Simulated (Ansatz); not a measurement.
**InSe: band structure with rPW86-PBE**

**Measured values to compare with.**

From “The Interaction of Hydrogen with the van der Waals Crystal γ-InSe”, 2020, pmc:7321205, for a bulk crystal of InSe at 300 K: band gap 1.25 eV.

The system is InSe.

```
In Se
1.0
     2.00000    1.15470    8.44000
    -2.00000    1.15470    8.44000
     0.00000   -2.30940    8.44000
In Se
2 2
Direct
  0.88860 0.88860 0.88860
  0.00000 0.00000 0.00000
  0.17190 0.17190 0.17190
  0.38350 0.38350 0.38350
```

```
Program                             : Ansatz 0.2.0
Task                                : band structure
Functional                          : rPW86-PBE
Potentials or basis                 : Ansatz PAW
Cutoff                              : 420 eV (not typed: the program's choice for these potentials)
k mesh                              : 8 × 8 × 8
Occupations                         : fermi-dirac, width 0.05 eV
Spin                                : no spin polarisation
Path                                : [["G", "L", "B1"], ["B", "Z", "G", "X"], ["Q", "F", "P1", "Z"], ["L", "P"]]
Points for each segment of the path : 14
```

```json
{
  "Pressure": "5.1 GPa",
  "Largest force": "0.504 eV/Å",
  "Band gap on the k mesh": "0.34 eV, direct",
  "Band gap along the path": "0.34 eV, direct"
}
```

Forces on the atoms (eV/Å):
```
In   0.000  0.000  0.458
In   0.000  0.000 -0.446
Se   0.000  0.000 -0.504
Se   0.000  0.000  0.492
```

Stress tensor (GPa, compression positive):
```
5.77 0.00 0.00
0.00 5.77 0.00
0.00 0.00 3.74
```

Levels at the corners of the path, in eV from the valence-band top:
```csv
point,band 26,band 27,band 28,band 29,band 30,band 31,band 32,band 33
Γ,-1.29,-1.29,-1.20,-1.20,1.65,2.08,4.36,4.36
L,-2.38,-2.32,-2.22,-1.68,1.19,1.93,3.63,4.00
B1,-3.64,-2.51,-2.24,-1.76,1.73,2.38,3.38,4.39
B,-3.64,-2.51,-2.24,-1.76,1.73,2.38,3.38,4.39
Z,-1.36,-1.12,-1.12,0.00,0.34,2.15,4.28,4.28
Γ,-1.29,-1.29,-1.20,-1.20,1.65,2.08,4.36,4.36
X,-3.66,-2.55,-2.22,-1.73,1.79,2.28,3.40,4.36
Q,-3.66,-2.55,-2.22,-1.73,1.79,2.28,3.40,4.36
F,-2.65,-2.48,-2.03,-1.51,1.12,1.97,3.30,3.64
P1,-2.58,-2.45,-2.06,-1.64,1.35,1.80,3.37,3.80
Z,-1.36,-1.12,-1.12,0.00,0.34,2.15,4.28,4.28
L,-2.38,-2.32,-2.22,-1.68,1.19,1.93,3.63,4.00
P,-2.58,-2.45,-2.06,-1.64,1.35,1.80,3.37,3.80
```

Wall time 35 s on 2 threads of Arm Neoverse V2, with other jobs on the host, peak memory 0.64 GiB.

A measured gap of InSe is 1.25 eV (300 K; “The Interaction of Hydrogen with the van der Waals Crystal γ-InSe”, 2020, pmc:7321205); the calculated 0.34 eV misses it by -0.91 eV. Spin-orbit coupling on In, Se is left out. The value is that of rPW86-PBE, without temperature or zero-point motion.

Caveat: spin-orbit coupling is left out, which moves the levels of the heavy elements; the PAW data sets come from PBE, with cores solved anew for the run's functional, which leaves a small shift of forces and pressure.
